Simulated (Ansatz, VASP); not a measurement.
## Re in VASP and in Ansatz

```
Re
1.0
     0.00000    2.42284    2.42284
     2.42284    0.00000    2.42284
     2.42284    2.42284    0.00000
Re
2
Direct
  0.87500 0.87500 0.87500
  0.12500 0.12500 0.12500
```

Change from the starting cell: volume scaled by 0.65, LAPW.

Alike in both runs: task single point; functional PBEsol; k mesh 12 × 12 × 12; occupations fermi-dirac, width 0.05 eV; no spin polarisation.

|  | VASP | Ansatz |
| --- | --- | --- |
| version | VASP 6.6.1 | Ansatz 0.2.0 |
| potentials or method | VASP PAW PBE potentials, release 64 (Re), cutoff 520 eV | all-electron LAPW, scalar-relativistic |

|  | VASP | Ansatz | Ansatz less VASP |
| --- | --- | --- | --- |
| pressure (GPa) | 178.7 | 198.9 | +20.21 |

Ansatz ran all-electron here, so the differences hold the error of VASP's frozen core and of both bases.

Caveats: the cell as given lies far from equilibrium; so large a pressure means that the cell lies far from this level's equilibrium, or that cutoff or potentials fall short (VASP); the potentials were made for another functional, which shifts forces and pressure (VASP). The runs have no spin-orbit coupling, so splittings on Re are missing.
